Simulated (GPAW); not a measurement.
# WC (Fm-3m) in GPAW: notebook, part 2 of 2

GPAW 26.7.0.

## Step 3: Single point, PBE

Input file run.py:

```python
from ase.dft.bandgap import bandgap
from ase.io import read, write
from ase.units import GPa
from gpaw import GPAW, PW

atoms = read('POSCAR')

calc = GPAW(mode=PW(650),
            xc='PBE',
            kpts={'size': (8, 8, 8), 'gamma': True},
            occupations={'name': 'fermi-dirac', 'width': 0.05},
            nbands=19,
            maxiter=120,
            txt='gpaw.txt')
atoms.calc = calc
energy = atoms.get_potential_energy()
forces = atoms.get_forces()
stress = atoms.get_stress()
calc.write('gs.gpw')
write('result.traj', atoms)
print(f'Energy: {energy:.6f} eV')
print('Forces (eV/A):')
print(forces.round(4))
print('Stress (GPa):', (stress / GPa).round(3))
print('Fermi level:', round(calc.get_fermi_level(), 4), 'eV')
print(f'Gap: {bandgap(calc)[0]:.4f} eV, direct: {bandgap(calc, direct=True)[0]:.4f} eV')
```

Input file POSCAR:

```
WC
1.0
    0.0000000000      2.1926840000      2.1926840000
    2.1926840000      0.0000000000      2.1926840000
    2.1926840000      2.1926840000      0.0000000000
W C
1 1
Direct
    0.0000000000      0.0000000000      0.0000000000
    0.5000000000      0.5000000000      0.5000000000
```

Potentials or basis: GPAW PAW data sets (gpaw-data 1.2.1), pw.

Launch:

```
$ OMP_NUM_THREADS=1 python run.py
```

gpaw.txt:

```text
__  _  _
 | _ |_)|_||  |
 |__||  | ||/\| - 26.7.0

Input parameters:
  mode=PW(ecut=650.0),
  kpts=MonkhorstPack(size=(8, 8, 8), gamma=True),
  maxiter=120,
  nbands=19,
  occupations=Occupations(name='fermi-dirac', width=0.05),
  xc=XC(name='PBE')

Diagonalizing LCAO Hamiltonian
Converting LCAO to pw mode

              C

       W

Atoms  # Å, Bohr magnetons
|   | symbol |        x |        y |        z |    initial magnetic moments |
|---|--------|----------|----------|----------|-----------------------------|
| 0 |      W | 0.000000 | 0.000000 | 0.000000 | ( 0.0000,  0.0000,  0.0000) |
| 1 |      C | 2.192684 | 2.192684 | 2.192684 | ( 0.0000,  0.0000,  0.0000) |

Unit cell  # Å
| periodic |        x |        y |        z |  lengths |    angles |
|----------|----------|----------|----------|----------|-----------|
|      yes | 0.000000 | 2.192684 | 2.192684 | 3.100923 | 60.000000 |
|      yes | 2.192684 | 0.000000 | 2.192684 | 3.100923 | 60.000000 |
|      yes | 2.192684 | 2.192684 | 0.000000 | 3.100923 | 60.000000 |

Number of symmetries: 48
Symmetry operations  # r_c * U_cc + t_c -> r_c
|    | kind |            matrix            |
|----|------|------------------------------|
|  0 |  σ   |  1, 0, 0,  1, 0,-1,  1,-1, 0 |
|  1 |  C2  |  1, 0, 0,  1,-1, 0,  1, 0,-1 |
|  2 |  E   |  1, 0, 0,  0, 1, 0,  0, 0, 1 |
|  3 |  σ   |  1, 0, 0,  0, 0, 1,  0, 1, 0 |
|  4 |  C4  |  1, 0,-1,  1, 0, 0,  1,-1, 0 |
|  5 |  S6  |  1, 0,-1,  1,-1, 0,  1, 0, 0 |
|  6 |  σ   |  1, 0,-1,  0, 1,-1,  0, 0,-1 |
|  7 |  C3  |  1, 0,-1,  0, 0,-1,  0, 1,-1 |
|  8 |  S6  |  1,-1, 0,  1, 0, 0,  1, 0,-1 |
|  9 |  C4  |  1,-1, 0,  1, 0,-1,  1, 0, 0 |
| 10 |  C3  |  1,-1, 0,  0,-1, 1,  0,-1, 0 |
| 11 |  σ   |  1,-1, 0,  0,-1, 0,  0,-1, 1 |
| 12 |  σ   |  0, 1, 0,  1, 0, 0,  0, 0, 1 |
| 13 |  C4  |  0, 1, 0,  0, 1,-1, -1, 1, 0 |
| 14 |  C3  |  0, 1, 0,  0, 0, 1,  1, 0, 0 |
| 15 |  S6  |  0, 1, 0, -1, 1, 0,  0, 1,-1 |
| 16 |  C2  |  0, 1,-1,  1, 0,-1,  0, 0,-1 |
| 17 |  σ   |  0, 1,-1,  0, 1, 0, -1, 1, 0 |
| 18 |  S4  |  0, 1,-1,  0, 0,-1,  1, 0,-1 |
| 19 |  C4  |  0, 1,-1, -1, 1, 0,  0, 1, 0 |
| 20 |  C3  |  0, 0, 1,  1, 0, 0,  0, 1, 0 |
| 21 |  σ   |  0, 0, 1,  0, 1, 0,  1, 0, 0 |
| 22 |  S6  |  0, 0, 1,  0,-1, 1, -1, 0, 1 |
| 23 |  C4  |  0, 0, 1, -1, 0, 1,  0,-1, 1 |
| 24 |  S4  |  0, 0,-1,  1, 0,-1,  0, 1,-1 |
| 25 |  C3  |  0, 0,-1,  0, 1,-1,  1, 0,-1 |
| 26 |  C2  |  0, 0,-1,  0,-1, 0, -1, 0, 0 |
| 27 |  S6  |  0, 0,-1, -1, 0, 0,  0,-1, 0 |
| 28 |  S4  |  0,-1, 1,  1,-1, 0,  0,-1, 0 |
| 29 |  C4  |  0,-1, 1,  0, 0, 1, -1, 0, 1 |
| 30 |  C2  |  0,-1, 1,  0,-1, 0,  1,-1, 0 |
| 31 |  σ   |  0,-1, 1, -1, 0, 1,  0, 0, 1 |
| 32 |  C3  |  0,-1, 0,  1,-1, 0,  0,-1, 1 |
| 33 |  S6  |  0,-1, 0,  0, 0,-1, -1, 0, 0 |
| 34 |  S4  |  0,-1, 0,  0,-1, 1,  1,-1, 0 |
| 35 |  C2  |  0,-1, 0, -1, 0, 0,  0, 0,-1 |
| 36 |  C2  | -1, 1, 0,  0, 1, 0,  0, 1,-1 |
| 37 |  S6  | -1, 1, 0,  0, 1,-1,  0, 1, 0 |
| 38 |  S4  | -1, 1, 0, -1, 0, 1, -1, 0, 0 |
| 39 |  C3  | -1, 1, 0, -1, 0, 0, -1, 0, 1 |
| 40 |  S6  | -1, 0, 1,  0, 0, 1,  0,-1, 1 |
| 41 |  C2  | -1, 0, 1,  0,-1, 1,  0, 0, 1 |
| 42 |  C3  | -1, 0, 1, -1, 1, 0, -1, 0, 0 |
| 43 |  S4  | -1, 0, 1, -1, 0, 0, -1, 1, 0 |
| 44 |  C2  | -1, 0, 0,  0, 0,-1,  0,-1, 0 |
| 45 |  i   | -1, 0, 0,  0,-1, 0,  0, 0,-1 |
| 46 |  σ   | -1, 0, 0, -1, 1, 0, -1, 0, 1 |
| 47 |  C2  | -1, 0, 0, -1, 0, 1, -1, 1, 0 |

BZ-sampling:
  Number of BZ points: 512
  Number of IBZ points: 29

  Monkhorst-Pack size: [8, 8, 8]
  Monkhorst-Pack shift: [0.0625, 0.0625, 0.0625]

K-points  # in reciprocal-cell coordinates
|     |                                coordinates |     weight |
|-----|--------------------------------------------|------------|
|   0 | (  0.00000000,   0.00000000,   0.00000000) | 0.00195312 |
|   1 | (  0.12500000,   0.12500000,   0.00000000) | 0.01171875 |
|   2 | (  0.12500000,   0.12500000,   0.12500000) | 0.01562500 |
|   3 | (  0.25000000,   0.12500000,   0.12500000) | 0.02343750 |
|   4 | (  0.25000000,   0.25000000,   0.00000000) | 0.01171875 |
|   5 | (  0.25000000,   0.25000000,   0.12500000) | 0.04687500 |
|   6 | (  0.25000000,   0.25000000,   0.25000000) | 0.01562500 |
|   7 | (  0.37500000,   0.25000000,  -0.37500000) | 0.04687500 |
|   8 | (  0.37500000,   0.25000000,   0.12500000) | 0.04687500 |
|   9 | (  0.37500000,   0.25000000,   0.25000000) | 0.04687500 |
| ... |                                            |            |
|  28 | (  0.50000000,   0.50000000,   0.50000000) | 0.00781250 |

Plane wave coefficients: 821
Cutoff: 650.0 eV

Spin-components: 1 (collinear spins)
Bands:           19
Projectors:      11
Spin-degeneracy: 2
Datatype:        complex128

Parallelization:
  kpt:    1
  domain: 1
  band:   1

Density:
  Valence electrons: 18.0
  Components: 1
  Grid points: [20 20 20]
  Charge: 0.0  # |e|

Potential:
  Grid points: [20 20 20]

species:
  W:
    name:    Tungsten
    Z:       74.0
    valence: 14
    core:    60
    charge:  0.0  # [|e|]
    compensation charges:
      type: gauss
      rc: 0.40  # [Å]
      lmax: 2
    cutoffs:
      filter: 2.36  # [Å]
      core: 3.02  # [Å]
    projectors
    | kind |    occ | energy [eV] | rcut [Å] |
    |------|--------|-------------|----------|
    |   5s |  2.000 |     -78.830 |    1.344 |
    |   6s |  2.000 |      -5.697 |    1.344 |
    |   5p |  6.000 |     -43.233 |    1.355 |
    |   6p |  0.000 |      -1.367 |    1.355 |
    |   5d |  4.000 |      -4.494 |    1.228 |
    |    d |        |      22.717 |    1.228 |

    Using partial waves for W as LCAO basis

  C:
    name:    Carbon
    Z:       6.0
    valence: 4
    core:    2
    charge:  0.0  # [|e|]
    compensation charges:
      type: gauss
      rc: 0.20  # [Å]
      lmax: 2
    cutoffs:
      filter: 1.14  # [Å]
      core: 1.14  # [Å]
    projectors
    | kind |    occ | energy [eV] | rcut [Å] |
    |------|--------|-------------|----------|
    |   2s |  2.000 |     -13.751 |    0.635 |
    |   2p |  2.000 |      -5.284 |    0.635 |
    |    s |        |      13.461 |    0.635 |
    |    p |        |      21.927 |    0.635 |
    |    d |        |       0.000 |    0.635 |

    Using partial waves for C as LCAO basis

Reference energy: -439799.299771  # eV

eigensolver:
  PPCG
  Converge bands: occupied
  niter=2

density mixing:
  MSR1-Mixer
  Pratt-step length: 0.05
  Maximum mixing coefficient: 0.75
  Old densities: 10
  SVD Regularization: 0.005
  Good broyden scale: 1.0
  Trust region scale: 1.0
  Backstep threshold: 4.0
  History deletion threshold: 6.0
  Fourier metric: weight=20.0, sigma=0.015

occupation numbers:
  Fermi-Dirac:
    width: 0.0500  # eV

poisson solver:
  ecut: 5200.0  # eV

xc functional:
  name: PBE with 2 nearest neighbor stencil

convergence criteria:
- Maximum [total energy] change in last 3 cyles: 0.0005 eV / valence electron
- Maximum integral of absolute [dens]ity change: 0.0001 electrons / valence electron
- Maximum integral of absolute [eigenst]ate change: 4e-08 eV^2 / valence electron
maximum number of iterations: 120

SCF iterations
|iter     | |      energy | eigst |  dens |
|---------|-|-------------|-------|-------|
|iter:   1| |  -22.062312 | +0.07 |       |
|iter:   2| |  -21.479440 | -2.60 | -0.89 |
|iter:   3| |  -20.189514 | -1.60 | -0.96 |
|iter:   4| |  -20.198997 | -3.65 | -1.74 |
|iter:   5| |  -20.207384 | -3.87 | -1.95 |
|iter:   6| |  -20.207336c| -5.88 | -3.09 |
|iter:   7| |  -20.207337c| -7.38 | -3.87 |
|iter:   8| |  -20.207337c| -7.96c| -4.26c|

Converged in 8 steps
Energy contributions relative to reference atoms: (reference = -439799.299771)

Energy contributions:
  Kinetic:          11.657414
  Coulomb:         -12.879296
  Zero:              0.042337
  External:          0.000000
  Xc:              -19.021028
  Entropy:          -0.013529
  Spinorbit:         0.000000
  ----------------------------
  Free energy:     -20.214101
  Extrapolated:    -20.207337

dipole moment: (-16.314808, -16.314808, -16.314808)  # |e|*Ang

Fermi level: 15.537
Eigenvalues  # (at kpt = [0.000, 0.000, 0.000])
| band index |      eig [eV] | occ [0-2] |
|------------|---------------|-----------|
|          0 |       -59.812 |     2.000 |
|        ... |               |           |
|          5 |        12.671 |     2.000 |
|          6 |        12.671 |     2.000 |
|          7 |        12.671 |     2.000 |
|          8 |        14.356 |     2.000 |
|          9 |        14.356 |     2.000 |
|         10 |        14.356 |     2.000 |
|         11 |        14.467 |     2.000 |
|         12 |        14.467 |     2.000 |
|         13 |        21.881 |     0.000 |
|         14 |        25.196 |     0.000 |
|         15 |        38.496 |     0.000 |
|         16 |        38.496 |     0.000 |
|         17 |        38.496 |     0.000 |
|         18 |        41.344 |     0.000 |

No gap
No difference between direct/indirect transitions

Forces  # eV/Ang
|       x |        y |        z |
|---------|----------|----------|
| 0.00000 | -0.00000 |  0.00000 |  # W    0
| 0.00000 |  0.00000 | -0.00000 |  # C    1

Stress tensor  # eV/Ang^3
|         x |         y |         z |
|-----------|-----------|-----------|
|  0.007453 | -0.000000 |  0.000000 |
| -0.000000 |  0.007453 | -0.000000 |
|  0.000000 | -0.000000 |  0.007453 |

# Writing to gs.gpw (mode='')
```

It took 7.5 s on 1 thread of Arm Neoverse V2, shared host; peak memory 0.17 GiB.

Results:

* Free energy: -20.2141 eV
* Pressure: -1.2 GPa
* Band gap on the k mesh: none (metal or under the smearing width)

Levels at points of the mesh, in eV from the Fermi level:
```
           k point  band 6  band 7  band 8  band 9  band 10  band 11  band 12  band 13
(0.00, 0.00, 0.00)   -2.87   -2.87   -2.87   -1.18    -1.18    -1.18    -1.07    -1.07
(0.50, 0.50, 0.00)   -5.87   -5.72   -2.62   -2.62     0.74     2.14     2.14     5.35
(0.50, 0.50, 0.50)   -9.88   -6.68   -6.68    0.92     0.92     2.21     4.82     8.64
```

Caveat: the cutoff is short for stress and forces, so pressures can be off by a GPa or more.

## Step 4: Single point, PBE+U

Changes to run.py since step 3:

```diff
@@ -7,3 +7,3 @@
 
-calc = GPAW(mode=PW(650),
+calc = GPAW(mode=PW(600),
             xc='PBE',
@@ -11,2 +11,3 @@
             occupations={'name': 'fermi-dirac', 'width': 0.05},
+            setups={'W': ':d,1.0'},
             nbands=19,
```

POSCAR is that of step 3.

Launch:

```
$ OMP_NUM_THREADS=1 python run.py
```

Run time: 11 s. Hardware: 1 thread of Arm Neoverse V1, shared host; peak memory 0.14 GiB.

The run converged. Its results:

```yaml
Free_energy: -18.9904 eV
Pressure: -0.3 GPa
Band_gap_on_the_k_mesh: none (metal or under the smearing width)
```

Levels at points of the mesh, in eV from the Fermi level:
| k point | band 5 | band 6 | band 7 | band 8 | band 9 | band 10 | band 11 | band 12 | band 13 | band 14 |
| --- | --- | --- | --- | --- | --- | --- | --- | --- | --- | --- |
| (0.00, 0.00, 0.00) | -15.93 | -2.86 | -2.86 | -2.86 | -1.20 | -1.20 | -1.20 | -1.05 | -1.05 | 6.31 |
| (0.50, 0.50, 0.00) | -13.69 | -5.88 | -5.76 | -2.65 | -2.65 | 0.76 | 2.15 | 2.15 | 5.33 | 7.13 |
| (0.50, 0.50, 0.50) | -11.37 | -9.91 | -6.68 | -6.68 | 0.93 | 0.93 | 2.21 | 4.77 | 8.65 | 8.65 |

Caveat: the cutoff is short for stress and forces, so pressures can be off by a GPa or more; U without spin polarisation on a metal has little footing; the U is typed as a test and isn't derived for this compound. Spin-orbit coupling is left out, which matters for the levels of W.
